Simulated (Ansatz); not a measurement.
# GaAs (F-43m) in Ansatz: further runs

The runs below take GaAs through band structure, with PBEsol.

Everything below comes from runs of Ansatz 0.2.0. Logs are shortened: lines on timing, memory, paths and dates and some standing lists are left out, and cuts for length are marked.

**The experiment to reproduce.**

From “Evidence of valence band perturbations in GaAsN/GaAs(001): A combined variable-angle spectroscopic ellipsometry and modulated photoreflectance investigation”, 2008, arxiv:0805.2212, for a bulk crystal of GaAs at 300 K: band gap 1.418 ± 0.005 eV (direct).

The runs below are set against these values where they give the same quantity.

**1. The crystal as given**

The structure is cubic, space group F-43m (No. 216). The conventional cell has a = 5.654 Å, b = 5.654 Å, c = 5.654 Å, α = 90.00°, β = 90.00°, γ = 90.00°. As (site symmetry -43m) is surrounded by 4 Ga at 2.45 Å. Around Ga (site symmetry -43m) lie 4 As at 2.45 Å.

**2. Band structure, PBEsol**

Contents of input.yaml:

```yaml
crystal:
  lattice:
    - [0.0, 2.82685, 2.82685]
    - [2.82685, 0.0, 2.82685]
    - [2.82685, 2.82685, 0.0]
  atoms:
    - { symbol: As, position: [0.75, 0.75, 0.75] }
    - { symbol: Ga, position: [0.0, 0.0, 0.0] }
kpoints:
  mp_grid: { grid: [6, 6, 6] }
  band_path:
    path:
      - [0.0, 0.0, 0.0]
      - [0.5, 0.0, 0.5]
      - [0.5, 0.25, 0.75]
      - [0.375, 0.375, 0.75]
      - [0.0, 0.0, 0.0]
      - [0.5, 0.5, 0.5]
      - [0.625, 0.25, 0.625]
      - [0.5, 0.25, 0.75]
    npoints: 10
scf:
  occupations: { method: fermi_dirac, width: 0.05 }
hamiltonian:
  xc: pbesol
  pseudopotentials: { kind: all_electron, lapw: { basis_error: 0.001 } }
output:
  forces: true
  stress: true
  eigenvalues: true
```

Potentials or basis: all-electron LAPW, scalar-relativistic.

The run is started by

```sh
ansatz run input.yaml --threads 1 --pin off --max-ram 3072MiB --backend cpu --events-out ev --progress --plain --runs-dir out
```

What it wrote:

```text
Warning: RAYON_NUM_THREADS=1 ignored (pool sized by the plan → 1); use --threads N
LAPW: plane waves up to 9.108 Å⁻¹, error target 1.0e-3 eV per atom; small_component_spin mean_spin; Ga in spheres of 1.234 Å, 21 of its electrons in bands, Dirac shells []; As in spheres of 1.214 Å, 23 of its electrons in bands, Dirac shells [] (how accurate: hamiltonian.pseudopotentials.lapw.basis_error, Limitations)
Engine: ansatz 0.2.0, aarch64-unknown-linux-gnu
Pseudopotentials: kind: all_electron
Pseudopotential: As, LAPW, valence charge 23, lapw/all_electron/scalar/gaussian/As, Koelling and Harmon's equation, gaussian nucleus
Pseudopotential: Ga, LAPW, valence charge 21, lapw/all_electron/scalar/gaussian/Ga, Koelling and Harmon's equation, gaussian nucleus
Functional definition: PBEsol
  exchange = pbesol_x
  correlation = pbesol_c
Crystal: 2 atoms, lattice volume = 45.179 Å³
Basis set: ecut = 316.0543304747269 eV, 561 PW (Γ), exchange–correlation at level 2
Bands: 27, of which v1, the nominal top of the filled ones, is band 22 counted from 1 (21 counted from 0)
Symmetry: 24 space group operations
Space group: F-43m (ITA 216), of the structure as read, at distance tolerance 3.6e-5 Å
k-points: 16 of 216 (time reversal used)
Non-local potential: As, projectors of the file, none
Non-local potential: Ga, projectors of the file, none
Initial density: superposition of atomic densities (chi_scale 0.1, normalization cell, long waves kept (reshape's long-wave potential 0.00 eV rms))
Initial wavefunctions: plane waves of lowest kinetic energy (no species holds an atomic orbital)
Functional: x = pbesol(κ = 0.804, μ = 0.12345679012345678), c = pbesol(β = 0.046)
iter 1 solved again at ethr=1.23e-3 eV; its pass at ethr=1.00e-1 eV (dr2=5.42e-1 eV) is discarded
SCF iter   1: F=—  HF=-114341.672048 eV  |F-HF|=—  |Δ(HF+E_count)|=         —  Δρ=3.02e-2  dr2=5.43e-1  ethr=1.23e-3  ⟨swp⟩=2.0  Hψ=2659  notcnv=0
preconditioner: auto → none  [insulator: Δε(μ)=0.669 eV  Ē_g=15.876 eV  σ=0.050 eV  W_gap=1.00  n_scr=14 (ndim 8)  ℏωp=23.4 eV  f_vac=0.115  D(μ)=0.00/eV (n_scr^D=0)  ε∞_Penn≈3.2]
SCF iter   2: F=—  HF=-114341.510119 eV  |F-HF|=—  |Δ(HF+E_count)|=   1.62e-1  Δρ=1.18e-2  dr2=5.84e-2  ethr=1.23e-3  ⟨swp⟩=2.2  Hψ=1285  notcnv=0
SCF iter   3: F=—  HF=-114341.491011 eV  |F-HF|=—  |Δ(HF+E_count)|=   1.91e-2  Δρ=5.14e-3  dr2=1.09e-2  ethr=1.33e-4  ⟨swp⟩=2.0  Hψ=1278  notcnv=0
iter 4 solved again at ethr=8.04e-7 eV; its pass at ethr=2.47e-5 eV (dr2=3.54e-4 eV) is discarded
SCF iter   4: F=—  HF=-114341.485101 eV  |F-HF|=—  |Δ(HF+E_count)|=         —  Δρ=1.01e-3  dr2=3.53e-4  ethr=8.04e-7  ⟨swp⟩=2.0  Hψ=2091  notcnv=0
the basis was enlarged: its passes take 96.5 KiB over the memory plan, 1 of 1 planned eigensolver slots
SCF iter   5: F=—  HF=-114341.484968 eV  |F-HF|=—  |Δ(HF+E_count)|=   1.33e-4  Δρ=1.88e-4  dr2=9.16e-6  ethr=8.02e-7  ⟨swp⟩=2.0  Hψ=1201  notcnv=0
SCF iter   6: F=—  HF=-114341.484973 eV  |F-HF|=—  |Δ(HF+E_count)|=   5.52e-6  Δρ=6.21e-5  dr2=1.30e-6  ethr=2.08e-8  ⟨swp⟩=3.0  Hψ=1249  notcnv=0
SCF iter   7: F=-114341.484974 eV  HF=-114341.484974 eV  |F-HF|=5.65e-8  |Δ(HF+E_count)|=   1.17e-6  Δρ=1.03e-5  dr2=4.13e-8  ethr=2.97e-9  ⟨swp⟩=3.0  Hψ=1261  notcnv=0
SCF 1 converged in 7 iterations: F = -114341.484974 eV  dr2 = 4.13e-8
NSCF: frozen V_eff on 71 k-points
SCF converged after 7 iterations
Free energy (F): -114341.484974 eV
Harris-Foulkes:  -114341.484974 eV  (|F-HF|=5.65e-8)
Internal energy: -114341.484872 eV  (E = F + TS)
E sigma→0 (E₀):  -114341.484923 eV
Entropy (-TS):   -0.000102 eV (-0.051 meV/atom)
Fermi energy:    9.482620 eV
--- Per-component energies (eV) ---
  E_band       = -2122.840733
  E_kinetic    = 116741.024177
  E_xc         = -4257.724676
  E_electrostatic = -226824.784374  (all electrons and nuclei)
  E_smearing   = -0.000102  (= −TS)
  E_closure    = 0.000000  (closes the sum)
  E_atoms      = -114332.430773  (free atoms, spherical and without spin; not in F)
  Σ components = -114341.484974   (vs F -114341.484974, Δ=0.00e0)
  Basis errors (estimates in eV, not in F): energy 4.4e-4 per atom: plane waves 4.0e-4 (2.4e-4 summed), levels above the bands 9.3e-77, relativity 1.8e-8, radial functions 4.4e-5, core shells 9.1e-11; eigenvalues (radial functions only) 8.6e-7; not estimated: angular momenta, meshes, grids; target (lapw.basis_error) 1.0e-3; muffin-tin radii Ga 1.234 Å, As 1.214 Å
--- Forces (eV/Å), atoms counted from 1 ---
  atom   1  As    -0.00000000     0.00000000     0.00000000
  atom   2  Ga     0.00000000    -0.00000000     0.00000000
  max |Σ_I F_I| component: 2.20e-17 eV/Å
--- Stress (GPa, compression-positive) ---
        0.184215       0.000000      -0.000000
        0.000000       0.184215       0.000000
       -0.000000       0.000000       0.184215
  P = ⅓ Tr σ = 0.1842 GPa (1.842 kbar)
--- Band table (eV; the first three rows and the last of 16) ---
  k-point 0: bands = ["-175.1053", "-134.0261", "-118.6662", "-118.6662", "-118.6662", "-84.9283", "-84.9283", "-84.9283", "-25.9244", "-25.9244", "-25.9244", "-25.9145", "-25.9145", "-5.5537", "-5.5537", "-5.5537", "-5.4748", "-5.4748", "-3.5199", "9.2329", "9.2329", "9.2329", "9.6766", "12.9282", "12.9282", "12.9282", "16.6325"]
  k-point 1: bands = ["-175.1053", "-134.0261", "-118.6662", "-118.6662", "-118.6662", "-84.9283", "-84.9283", "-84.9283", "-25.9244", "-25.9242", "-25.9242", "-25.9145", "-25.9145", "-5.5769", "-5.5477", "-5.5477", "-5.4750", "-5.4750", "-3.1981", "6.4942", "8.8496", "8.8496", "10.8082", "13.4773", "13.4773", "13.8480", "18.0150"]
  k-point 2: bands = ["-175.1053", "-134.0261", "-118.6662", "-118.6662", "-118.6662", "-84.9283", "-84.9283", "-84.9283", "-25.9243", "-25.9238", "-25.9238", "-25.9144", "-25.9144", "-5.6172", "-5.5378", "-5.5378", "-5.4733", "-5.4733", "-2.3670", "3.8235", "8.3017", "8.3017", "10.3784", "13.8878", "13.8878", "16.3772", "17.8306"]
  k-point 15: bands = ["-175.1053", "-134.0261", "-118.6662", "-118.6662", "-118.6662", "-84.9283", "-84.9283", "-84.9283", "-25.9247", "-25.9233", "-25.9227", "-25.9148", "-25.9138", "-5.6578", "-5.5172", "-5.5086", "-5.4897", "-5.4681", "-0.9615", "2.5285", "5.8570", "5.9986", "12.4150", "12.6290", "16.2798", "16.5807", "20.1967"]
```

bands.tsv:

```text
# k_distance	band_0	band_1	band_2	band_3	band_4	band_5	band_6	band_7	band_8	band_9	band_10	band_11	band_12	band_13	band_14	band_15	band_16	band_17	band_18	band_19	band_20	band_21	band_22	band_23	band_24	band_25	band_26
# fermi_ev = 9.482620
[... 81 lines left out ...]
5.235313	-184.587951	-143.508759	-128.148798	-128.148797	-128.148797	-94.410905	-94.410901	-94.410896	-35.406849	-35.406395	-35.405284	-35.397297	-35.396550	-15.136885	-15.004637	-14.991884	-14.968332	-14.953736	-10.432580	-6.900791	-3.843575	-3.588817	4.134126	4.425066	5.198156	5.777550	10.688747
5.274605	-184.587951	-143.508759	-128.148797	-128.148797	-128.148796	-94.410904	-94.410901	-94.410895	-35.406819	-35.406414	-35.405273	-35.397286	-35.396544	-15.136855	-15.004709	-14.991839	-14.968233	-14.953814	-10.429155	-6.901849	-3.819722	-3.628897	4.344177	4.377386	5.093490	5.699097	10.747546
```

It took 19 s on 1 thread of Arm Neoverse V1, shared host; peak memory 0.26 GiB.

What came out:

- Free energy: -114341.4850 eV
- Pressure: 0.2 GPa
- Band gap on the k mesh: 0.44 eV, direct
- Band gap along the path: 0.44 eV, direct

Levels at the corners of the path, in eV from the valence-band top:
| point | band 20 | band 21 | band 22 | band 23 | band 24 | band 25 |
| --- | --- | --- | --- | --- | --- | --- |
| Γ | 0.00 | 0.00 | 0.00 | 0.44 | 3.70 | 3.70 |
| X | -6.84 | -2.69 | -2.69 | 1.35 | 1.58 | 10.13 |
| W | -6.65 | -3.57 | -3.38 | 4.59 | 4.63 | 5.34 |
| K | -6.65 | -3.90 | -2.27 | 1.87 | 4.57 | 7.88 |
| Γ | 0.00 | 0.00 | 0.00 | 0.44 | 3.70 | 3.70 |
| L | -6.67 | -1.15 | -1.15 | 0.93 | 4.59 | 4.59 |
| U | -6.65 | -3.90 | -2.27 | 1.87 | 4.57 | 7.88 |
| W | -6.65 | -3.57 | -3.38 | 4.59 | 4.63 | 5.34 |

**3. Band structure, PBEsol, spin-orbit coupling, no magnetisation**

input.yaml, as its differences from that of step 2:

```diff
@@ -26,2 +26,5 @@
   pseudopotentials: { kind: all_electron, lapw: { basis_error: 0.001 } }
+magnetization:
+  noncollinear: true
+  spin_orbit: true
 output:
```

Potentials or basis: all-electron LAPW, relativistic spinors.

The run is started by

```sh
ansatz run input.yaml --threads 1 --pin off --max-ram 3072MiB --backend cpu --events-out ev --progress --plain --runs-dir out
```

What it wrote:

```text
Warning: RAYON_NUM_THREADS=1 ignored (pool sized by the plan → 1); use --threads N
LAPW: plane waves up to 9.108 Å⁻¹, error target 1.0e-3 eV per atom; Dirac's equation on spinors; Ga in spheres of 1.234 Å, 21 of its electrons in bands; As in spheres of 1.214 Å, 23 of its electrons in bands (how accurate: hamiltonian.pseudopotentials.lapw.basis_error, Limitations)
Engine: ansatz 0.2.0, aarch64-unknown-linux-gnu
Pseudopotentials: kind: all_electron
Pseudopotential: As, LAPW, valence charge 23, lapw/all_electron/dirac/gaussian/As, Dirac's equation, gaussian nucleus
Pseudopotential: Ga, LAPW, valence charge 21, lapw/all_electron/dirac/gaussian/Ga, Dirac's equation, gaussian nucleus
Functional definition: PBEsol
  exchange = pbesol_x
  correlation = pbesol_c
non-collinear run that drives no moment, with spin-orbit: no starting moment large enough to seed its density (crystal.atoms[].spin), no starting occupations that ask for one, no magnetisation constraint and no magnetic field, so the semilocal B_xc is pinned to zero
Crystal: 2 atoms, lattice volume = 45.179 Å³
Basis set: ecut = 316.0603649477608 eV, 561 PW (Γ), exchange–correlation at level 2
Bands: 54, of which v1, the nominal top of the filled ones, is band 44 counted from 1 (43 counted from 0)
Symmetry: 24 space group operations + 24 with time reversal
Magnetic group: BNS 216.75 (UNI 1577), of the structure as read, at distance tolerance 3.6e-5 Å
k-points: 16 of 216 (time reversal used)
Non-local potential: As, projectors of the file, none
Non-local potential: Ga, projectors of the file, none
Initial density: superposition of atomic densities (chi_scale 0.1, normalization cell, long waves kept (reshape's long-wave potential 0.00 eV rms))
Initial wavefunctions: plane waves of lowest kinetic energy (no species holds an atomic orbital)
Functional: x = pbesol(κ = 0.804, μ = 0.12345679012345678), c = pbesol(β = 0.046)
iter 1 solved again at ethr=1.23e-3 eV; its pass at ethr=1.00e-1 eV (dr2=5.42e-1 eV) is discarded
SCF iter   1: F=—  HF=-114347.200256 eV  |F-HF|=—  |Δ(HF+E_count)|=         —  Δρ=3.02e-2  dr2=5.44e-1  dr2_m=0.00e0 (ungated)  ethr=1.23e-3  |M|=0.00e0 ∫|m|=0.00e0 μB  β_m=0.30  ⟨swp⟩=2.0  Hψ=5286  notcnv=0
preconditioner: auto → none  [insulator: Δε(μ)=0.558 eV  Ē_g=15.876 eV  σ=0.050 eV  W_gap=0.99  n_scr=14 (ndim 8)  ℏωp=23.4 eV  f_vac=0.115  D(μ)=0.00/eV (n_scr^D=0)  ε∞_Penn≈3.2]
SCF iter   2: F=—  HF=-114347.054295 eV  |F-HF|=—  |Δ(HF+E_count)|=   1.46e-1  Δρ=1.81e-2  dr2=1.60e-1  dr2_m=0.00e0 (ungated)  ethr=1.23e-3  |M|=0.00e0 ∫|m|=0.00e0 μB  β_m=0.42  ⟨swp⟩=2.0  Hψ=2544  notcnv=0
iter 3 solved again at ethr=3.32e-5 eV; its pass at ethr=3.64e-4 eV (dr2=1.46e-2 eV) is discarded
SCF iter   3: F=—  HF=-114347.016716 eV  |F-HF|=—  |Δ(HF+E_count)|=   3.76e-2  Δρ=6.08e-3  dr2=1.46e-2  dr2_m=0.00e0 (ungated)  ethr=3.32e-5  |M|=0.00e0 ∫|m|=0.00e0 μB  β_m=0.47  ⟨swp⟩=2.0  Hψ=4288  notcnv=0
SCF iter   4: F=—  HF=-114347.012991 eV  |F-HF|=—  |Δ(HF+E_count)|=         —  Δρ=1.23e-3  dr2=5.13e-4  dr2_m=0.00e0 (ungated)  ethr=3.31e-5  |M|=0.00e0 ∫|m|=0.00e0 μB  β_m=0.51  ⟨swp⟩=2.0  Hψ=2400  notcnv=0
the basis was enlarged: its passes take 525.7 KiB over the memory plan, 1 of 1 planned eigensolver slots
SCF iter   5: F=—  HF=-114347.012953 eV  |F-HF|=—  |Δ(HF+E_count)|=   3.77e-5  Δρ=1.96e-4  dr2=1.03e-5  dr2_m=0.00e0 (ungated)  ethr=1.17e-6  |M|=0.00e0 ∫|m|=0.00e0 μB  β_m=0.55  ⟨swp⟩=2.0  Hψ=2387  notcnv=0
SCF iter   6: F=—  HF=-114347.012960 eV  |F-HF|=—  |Δ(HF+E_count)|=   6.79e-6  Δρ=6.59e-5  dr2=1.43e-6  dr2_m=0.00e0 (ungated)  ethr=2.33e-8  |M|=0.00e0 ∫|m|=0.00e0 μB  β_m=0.60  ⟨swp⟩=3.0  Hψ=2470  notcnv=0
SCF iter   7: F=-114347.012962 eV  HF=-114347.012961 eV  |F-HF|=4.21e-8  |Δ(HF+E_count)|=   1.52e-6  Δρ=9.53e-6  dr2=3.81e-8  dr2_m=0.00e0 (ungated)  ethr=3.24e-9  |M|=0.00e0 ∫|m|=0.00e0 μB  ⟨swp⟩=3.0  Hψ=2506  notcnv=0
SCF 1 converged in 7 iterations: F = -114347.012962 eV  dr2 = 3.81e-8
NSCF: frozen V_eff on 71 k-points
SCF converged after 7 iterations
Magnetization: |M| = 0.0000 μB,  M = (+0.0000, +0.0000, +0.0000) μB
Absolute magnetization: 0.0000 μB (∫|m|)
  site 0: m = (+0.0000, +0.0000, +0.0000) μB, |m| = 0.0000 μB  (R = 1.21 Å)
  site 1: m = (+0.0000, +0.0000, +0.0000) μB, |m| = 0.0000 μB  (R = 1.23 Å)
Free energy (F): -114347.012962 eV
Harris-Foulkes:  -114347.012961 eV  (|F-HF|=4.21e-8)
Internal energy: -114347.012767 eV  (E = F + TS)
E sigma→0 (E₀):  -114347.012864 eV
Entropy (-TS):   -0.000194 eV (-0.097 meV/atom)
Fermi energy:    9.528839 eV
--- Per-component energies (eV) ---
  E_band       = -2123.276562
  E_kinetic    = 116768.715953
  E_xc         = -4258.115464
  E_electrostatic = -226857.613257  (all electrons and nuclei)
  E_smearing   = -0.000194  (= −TS)
  E_closure    = 0.000000  (closes the sum)
  E_atoms      = -114337.950943  (free atoms, spherical and without spin; not in F)
  Σ components = -114347.012962   (vs F -114347.012962, Δ=0.00e0)
  Basis errors (estimates in eV, not in F): energy 4.4e-4 per atom: plane waves 4.0e-4 (2.4e-4 summed), levels above the bands 1.9e-76, relativity 1.8e-8, radial functions 4.4e-5, core shells 9.1e-11; eigenvalues (radial functions only) 8.6e-7; not estimated: angular momenta, meshes, grids; target (lapw.basis_error) 1.0e-3; muffin-tin radii Ga 1.234 Å, As 1.214 Å
--- Forces (eV/Å), atoms counted from 1 ---
  atom   1  As    -0.00000000     0.00000000    -0.00000000
  atom   2  Ga     0.00000000    -0.00000000     0.00000000
  max |Σ_I F_I| component: 2.14e-17 eV/Å
--- Stress (GPa, compression-positive) ---
        0.182321       0.000000      -0.000000
        0.000000       0.182321       0.000000
       -0.000000       0.000000       0.182321
  P = ⅓ Tr σ = 0.1823 GPa (1.823 kbar)
--- Band table (eV; the first three rows and the last of 16) ---
  k-point 0: bands = ["-175.0897", "-175.0897", "-134.0196", "-134.0196", "-122.0692", "-122.0692", "-117.0459", "-117.0459", "-117.0459", "-117.0459", "-87.3857", "-87.3857", "-83.7577", "-83.7577", "-83.7577", "-83.7577", "-26.3491", "-26.3491", "-26.3491", "-26.3491", "-25.6259", "-25.6259", "-25.6198", "-25.6198", "-25.6198", "-25.6198", "-5.7977", "-5.7977", "-5.7977", "-5.7977", "-5.3724", "-5.3724", "-5.3192", "-5.3192", "-5.3192", "-5.3192", "-3.5182", "-3.5182", "9.0058", "9.0058", "9.3434", "9.3434", "9.3434", "9.3434", "9.6783", "9.6783", "12.8016", "12.8016", "12.9889", "12.9889", "12.9889", "12.9889", "16.6327", "16.6327"]
  k-point 1: bands = ["-175.0897", "-175.0897", "-134.0196", "-134.0196", "-122.0692", "-122.0692", "-117.0459", "-117.0459", "-117.0459", "-117.0459", "-87.3857", "-87.3857", "-83.7577", "-83.7577", "-83.7577", "-83.7577", "-26.3491", "-26.3491", "-26.3490", "-26.3490", "-25.6257", "-25.6257", "-25.6198", "-25.6198", "-25.6196", "-25.6195", "-5.8037", "-5.8037", "-5.7993", "-5.7934", "-5.3766", "-5.3766", "-5.3268", "-5.3268", "-5.3179", "-5.3114", "-3.1961", "-3.1961", "6.4901", "6.4901", "8.7396", "8.7396", "8.9534", "8.9567", "10.8077", "10.8077", "13.4110", "13.4110", "13.5406", "13.5422", "13.8495", "13.8495", "18.0146", "18.0146"]
  k-point 2: bands = ["-175.0897", "-175.0897", "-134.0196", "-134.0196", "-122.0692", "-122.0692", "-117.0459", "-117.0459", "-117.0459", "-117.0459", "-87.3857", "-87.3857", "-83.7577", "-83.7577", "-83.7577", "-83.7577", "-26.3490", "-26.3490", "-26.3486", "-26.3486", "-25.6254", "-25.6254", "-25.6199", "-25.6199", "-25.6191", "-25.6191", "-5.8164", "-5.8164", "-5.7969", "-5.7910", "-5.3820", "-5.3820", "-5.3378", "-5.3378", "-5.3084", "-5.3020", "-2.3646", "-2.3646", "3.8220", "3.8220", "8.1943", "8.1943", "8.4020", "8.4047", "10.3782", "10.3782", "13.8346", "13.8346", "13.9372", "13.9383", "16.3773", "16.3773", "17.8304", "17.8304"]
  k-point 15: bands = ["-175.0897", "-175.0897", "-134.0196", "-134.0196", "-122.0692", "-122.0692", "-117.0459", "-117.0459", "-117.0459", "-117.0459", "-87.3857", "-87.3857", "-83.7577", "-83.7577", "-83.7577", "-83.7577", "-26.3488", "-26.3486", "-26.3484", "-26.3484", "-25.6251", "-25.6249", "-25.6194", "-25.6193", "-25.6192", "-25.6191", "-5.8603", "-5.8196", "-5.7778", "-5.7704", "-5.4328", "-5.3590", "-5.3239", "-5.3208", "-5.3097", "-5.3003", "-0.9589", "-0.9583", "2.5045", "2.5503", "5.7931", "5.9022", "5.9855", "6.0210", "12.3918", "12.4313", "12.5870", "12.6717", "16.2461", "16.3084", "16.5437", "16.6166", "20.0980", "20.2911"]
```

Wall time 1.9 min (1 thread of Arm Neoverse V1, shared host); peak memory 0.41 GiB.

Results:

* Free energy: -114347.0130 eV
* Pressure: 0.2 GPa
* Band gap on the k mesh: 0.33 eV, direct
* Band gap along the path: 0.33 eV, direct

Levels at the corners of the path, in eV from the valence-band top:
```csv
point,band 42,band 43,band 44,band 45,band 46,band 47
Γ,0.00,0.00,0.00,0.33,0.33,3.46
X,-2.85,-2.77,-2.77,1.24,1.24,1.47
W,-3.63,-3.51,-3.47,4.36,4.52,4.56
K,-3.98,-2.38,-2.38,1.76,1.76,4.43
Γ,0.00,0.00,0.00,0.33,0.33,3.46
L,-1.36,-1.16,-1.16,0.82,0.82,4.44
U,-3.98,-2.38,-2.38,1.76,1.76,4.43
W,-3.63,-3.51,-3.47,4.36,4.52,4.56
```

**4. Comparison with measurements**

Step 2. Against the measured gap of GaAs, 1.418 eV (direct; 300 K; “Evidence of valence band perturbations in GaAsN/GaAs(001): A combined variable-angle spectroscopic ellipsometry and modulated photoreflectance investigation”, 2008, arxiv:0805.2212), the calculated 0.44 eV is off by -0.97 eV. 3 values of this kind are on record (1.412 to 1.51 eV); this one was drawn at random among those near their median, those with a stated uncertainty first. Spin-orbit coupling on As, Ga is left out. The value is that of PBEsol, without temperature or zero-point motion. Semilocal functionals fall short of measured gaps as a rule.

Step 3. Against the measured gap of GaAs, 1.418 eV (direct; 300 K; “Evidence of valence band perturbations in GaAsN/GaAs(001): A combined variable-angle spectroscopic ellipsometry and modulated photoreflectance investigation”, 2008, arxiv:0805.2212), the calculated 0.33 eV is off by -1.08 eV. So large a miss can be the level of theory's own, or it may mean another phase, state or a wrong row. 3 values of this kind are on record (1.412 to 1.51 eV); this one was drawn at random among those near their median, those with a stated uncertainty first. The value is that of PBEsol, without temperature or zero-point motion. Semilocal functionals fall short of measured gaps as a rule.
